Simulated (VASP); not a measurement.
# TaC (Fm-3m) in VASP: notebook

The runs below take TaC through relaxation of cell and atoms, with PBE.

Everything below comes from runs of VASP 6.6.1. Logs are shortened: lines on timing, memory, paths and dates and some standing lists are left out, and cuts for length are marked.

### Step 1. Starting point

Symmetry: Fm-3m, No. 225, cubic system. Conventional cell: a = 4.446 Å, b = 4.446 Å, c = 4.446 Å, α = 90.00°, β = 90.00°, γ = 90.00°. Ta (site symmetry m-3m) is surrounded by 6 C at 2.22 Å. C (site symmetry m-3m) is surrounded by 6 Ta at 2.22 Å.

### Step 2. Relaxation of cell and atoms, PBE

Input file INCAR:

```
SYSTEM = TaC
PREC = Accurate
ENCUT = 520
EDIFF = 1E-7
ISMEAR = 0
SIGMA = 0.1
LREAL = .False.
LASPH = .True.
NELM = 60
ALGO = Normal
ISIF = 3
LWAVE = .False.
LCHARG = .False.
GGA = PE
IBRION = 2
NSW = 80
EDIFFG = -0.002
```

Input file KPOINTS:

```
Automatic mesh
0
Gamma
  16 16 16
  0 0 0
```

Input file POSCAR:

```
TaC
1.0
    0.0000000000      2.2230000000      2.2230000000
    2.2230000000      0.0000000000      2.2230000000
    2.2230000000      2.2230000000      0.0000000000
Ta C
1 1
Direct
    0.0000000000      0.0000000000      0.0000000000
    0.5000000000      0.5000000000      0.5000000000
```

Potentials or basis: VASP PAW PBE potentials, release 64 (Ta_pv, C).

Run with:

```sh
$ cat potpaw_PBE.64/Ta_pv/POTCAR potpaw_PBE.64/C/POTCAR > POTCAR
$ mpirun -np 1 vasp_std > vasp.out
```

OUTCAR:

```text
SYSTEM = TaC
   PREC = Accurate
   ENCUT = 520
   EDIFF = 1E-7
   ISMEAR = 0
   LREAL = .False.
   LASPH = .True.
   NELM = 60
   ISIF = 3
   GGA = PE
   IBRION = 2
   NSW = 80
   EDIFFG = -0.002

 ion  position               nearest neighbor table
   1  0.000  0.000  0.000-   2 2.22   2 2.22   2 2.22   2 2.22   2 2.22   2 2.22
   2  0.500  0.500  0.500-   1 2.22   1 2.22   1 2.22   1 2.22   1 2.22   1 2.22

  LATTYP: Found a face centered cubic cell.
 ALAT       =     4.4460000000

  Lattice vectors:

 A1 = (   0.0000000000,   2.2230000000,   2.2230000000)
 A2 = (   2.2230000000,   0.0000000000,   2.2230000000)
 A3 = (   2.2230000000,   2.2230000000,   0.0000000000)

Analysis of symmetry for initial positions (statically):
=====================================================================
 Subroutine PRICEL returns:
 Original cell was already a primitive cell.

 Routine SETGRP: Setting up the symmetry group for a
 face centered cubic supercell.

 Subroutine GETGRP returns: Found 48 space group operations
 (whereof 48 operations were pure point group operations)
 out of a pool of 48 trial point group operations.

The static configuration has the point symmetry O_h .

Analysis of symmetry for dynamics (positions and initial velocities):
=====================================================================
 Subroutine PRICEL returns:
 Original cell was already a primitive cell.

 Routine SETGRP: Setting up the symmetry group for a
 face centered cubic supercell.

 Subroutine GETGRP returns: Found 48 space group operations
 (whereof 48 operations were pure point group operations)
 out of a pool of 48 trial point group operations.

The dynamic configuration has the point symmetry O_h .

 Subroutine INISYM returns: Found 48 space group operations
 (whereof 48 operations are pure point group operations),
 and found     1 'primitive' translations

----------------------------------------------------------------------------------------

                                     Primitive cell

  volume of cell :      21.9709

  direct lattice vectors                    reciprocal lattice vectors
     0.000000000  2.223000000  2.223000000    -0.224921278  0.224921278  0.224921278
     2.223000000  0.000000000  2.223000000     0.224921278 -0.224921278  0.224921278
     2.223000000  2.223000000  0.000000000     0.224921278  0.224921278 -0.224921278

  length of vectors
[... 104 lines left out ...]
  Fermi-wavevector in a.u.,A,eV,Ry     =   1.441526  2.724089 28.272865  2.077997
  Thomas-Fermi vector in A             =   2.560148
   LORBIT       =      0    0 simple, 1 ext, 2 COOP (PROOUT), +10 PAW based schemes
   GGA     = PE    functional components
   LHFCALC =     F    Hartree Fock is set to
   AEXX    =    0.0000 exact exchange contribution
   IVDW    =     0    specifies the selected vdW correction
   LEPSILON=     F    determine dielectric tensor
   LRPA    =     F    only Hartree local field effects (RPA)
 conjugate gradient relaxation of ions
 non-spin polarized calculation
 Gauss-broadening in eV      SIGMA  =   0.10
  energy-cutoff  :      520.00
  volume of cell :       21.97
 maximum number of plane-waves:       609
   NGX = 11   NGY = 11   NGZ = 11

--------------------------------------- Ionic step        1  -------------------------------------------

 number of electron      15.0000001 magnetization

 Free energy of the ion-electron system (eV)
  ---------------------------------------------------
  ext. energy  EPLUGINS =         0.00000000
  ---------------------------------------------------
  free energy    TOTEN  =       -22.19621381 eV

  energy without entropy =      -22.19460061  energy(sigma->0) =      -22.19540721

------------------------ aborting loop because EDIFF is reached ----------------------------------------

  FORCE on cell =-STRESS in cart. coord.  units (eV):
  Direction    XX          YY          ZZ          XY          YZ          ZX
  --------------------------------------------------------------------------------------
  -------------------------------------------------------------------------------------
  Total        1.0182605      1.0182605      1.0182605      0.0000000      0.0000000      0.0000000
  in kB       74.2542101     74.2542101     74.2542101      0.0000000      0.0000000      0.0000000
  external PRESSURE =      74.2542101 kB  Pullay stress =       0.0000000 kB
[... 95 lines left out ...]
--------------------------------------- Ionic step        4  -------------------------------------------

 number of electron      14.9999998 magnetization

 Free energy of the ion-electron system (eV)
  ---------------------------------------------------
  ext. energy  EPLUGINS =         0.00000000
  ---------------------------------------------------
  free energy    TOTEN  =       -22.20719993 eV

  energy without entropy =      -22.20554393  energy(sigma->0) =      -22.20637193

 E-fermi :   8.2188     XC(G=0): -13.1213

 val. band max:        8.1928382563   @ k =   0.4375   0.1875   0.0625
 cond. band min:       8.2391258978   @ k =   0.1250   0.0625   0.0000
 fundamental gap:      0.0462876415
 Fermi energy:         8.2187910471

 k-point     1 :       0.0000    0.0000    0.0000
  band No.  band energies     occupation
      1     -26.8792      2.00000
      2     -26.8792      2.00000
      3     -26.8792      2.00000
      4      -6.4703      2.00000
      5       6.9327      2.00000
      6       6.9327      2.00000
      7       6.9327      2.00000
      8       7.7691      2.00000
      9       7.7691      2.00000
     10       7.7691      2.00000
     11       8.8743      0.00000
[... 309 lines left out ...]
 k-point    24 :      -0.0625    0.0625    0.0000
  band No.  band energies     occupation
      1     -26.9438      2.00000
      2     -26.8975      2.00000
      3     -26.8814      2.00000
      4      -6.1859      2.00000
      5       5.8189      2.00000
      6       6.0159      2.00000
      7       6.1385      2.00000
      8       7.0983      2.00000
      9       7.9812      1.99922
     10       8.5584      0.00000
     11       9.8285      0.00000

 [... further k-points ...]

------------------------ aborting loop because EDIFF is reached ----------------------------------------

  FORCE on cell =-STRESS in cart. coord.  units (eV):
  Direction    XX          YY          ZZ          XY          YZ          ZX
  --------------------------------------------------------------------------------------
  -------------------------------------------------------------------------------------
  Total        0.0023580      0.0023580      0.0023580      0.0000000     -0.0000000      0.0000000
  in kB        0.1682500      0.1682500      0.1682500      0.0000000     -0.0000000      0.0000000
  external PRESSURE =       0.1682500 kB  Pullay stress =       0.0000000 kB
[... 17 lines left out ...]
  FREE ENERGIE OF THE ION-ELECTRON SYSTEM (eV)
  ---------------------------------------------------
  free  energy   TOTEN  =       -22.2071999343 eV

  energy  without entropy=      -22.2055439327  energy(sigma->0) =      -22.20637193

 reached required accuracy - stopping structural energy minimisation
```

Wall time 27 s (1 thread of Intel Xeon 6975P-C (Granite Rapids), shared host); peak memory 0.18 GiB.

Results:

```
Free energy                            : -22.2072 eV
Relaxed volume                         : 11.23 Å³/atom
Relaxed cell                           : a = 3.167 Å, b = 3.167 Å, c = 3.167 Å, α = 60.00°, β = 60.00°, γ = 60.00°
Space group after relaxing (to 0.05 Å) : Fm-3m (No. 225)
Energy gained by relaxing              : 5.5 meV/atom
Ionic steps                            : 4
Pressure after relaxing                : 0.0 GPa
Band gap on the k mesh                 : none (metal or under the smearing width)
```

Step by step:
| step | energy change (eV) | largest force (eV/Å) | pressure (GPa) | volume (Å³) |
| --- | --- | --- | --- | --- |
| 1 | 0.0000 | 0.0000 | 7.43 | 21.97 |
| 2 | 0.0460 | 0.0000 | -14.87 | 23.63 |
| 3 | -0.0110 | 0.0000 | -0.12 | 22.46 |
| 4 | -0.0110 | 0.0000 | 0.02 | 22.45 |

Final structure:
```yaml
crystal:
  lattice:
    - [0.00000, 2.23918, 2.23918]
    - [2.23918, 0.00000, 2.23918]
    - [2.23918, 2.23918, 0.00000]
  atoms:
    - { symbol: Ta, position: [0.00000, 0.00000, 0.00000] }
    - { symbol: C, position: [0.50000, 0.50000, 0.50000] }
```

Levels at points of the mesh, in eV from the Fermi level:
```
           k point  band 4  band 5  band 6  band 7  band 8  band 9  band 10  band 11
(0.00, 0.00, 0.00)  -14.69   -1.29   -1.29   -1.29   -0.45   -0.45    -0.45     0.66
(0.50, 0.00, 0.00)  -10.35   -8.61   -5.38   -5.38    2.68    2.68     3.64     5.37
(0.50, 0.50, 0.00)  -12.59   -4.59   -4.44   -1.75   -1.75    2.57     4.02     4.02
```

### Step 3. Relaxation of cell and atoms, PBE

This run uses another cell than the first one, of 11.23 Å³/atom, 1.022 times its volume.

INCAR is that of step 2.

KPOINTS is that of step 2.

Input file POSCAR:

```
TaC                                     
1.0
    0.0000000000      2.2391768575      2.2391768575
    2.2391768575      0.0000000000      2.2391768575
    2.2391768575      2.2391768575      0.0000000000
  Ta              C             
     1     1
Direct
     0.0000000000000000    0.0000000000000000    0.0000000000000000
     0.5000000000000000    0.5000000000000000    0.5000000000000000
```

Potentials or basis: VASP PAW PBE potentials, release 64 (Ta_pv, C).

Run with:

```sh
$ cat potpaw_PBE.64/Ta_pv/POTCAR potpaw_PBE.64/C/POTCAR > POTCAR
$ mpirun -np 1 vasp_std > vasp.out
```

Run time: 10 s. Hardware: 1 thread of Intel Xeon 6975P-C (Granite Rapids), shared host; peak memory 0.17 GiB.

It converged, with:

```
Free energy             : -22.2074 eV
Pressure after relaxing : 0.0 GPa
Band gap on the k mesh  : none (metal or under the smearing width)
```

Final structure:
```
Ta C
1.0
     0.00000    2.23918    2.23918
     2.23918    0.00000    2.23918
     2.23918    2.23918    0.00000
Ta C
1 1
Direct
  0.00000 0.00000 0.00000
  0.50000 0.50000 0.50000
```

Levels at points of the mesh, in eV from the Fermi level:
```csv
k point,band 4,band 5,band 6,band 7,band 8,band 9,band 10,band 11
"(0.00, 0.00, 0.00)",-14.69,-1.29,-1.29,-1.29,-0.45,-0.45,-0.45,0.66
"(0.50, 0.00, 0.00)",-10.35,-8.61,-5.38,-5.38,2.68,2.68,3.64,5.37
"(0.50, 0.50, 0.00)",-12.59,-4.59,-4.44,-1.75,-1.75,2.57,4.02,4.02
```

Caveat: the relaxation stopped at its first step, so nothing moved. The run has no spin-orbit coupling, so splittings on Ta are missing.
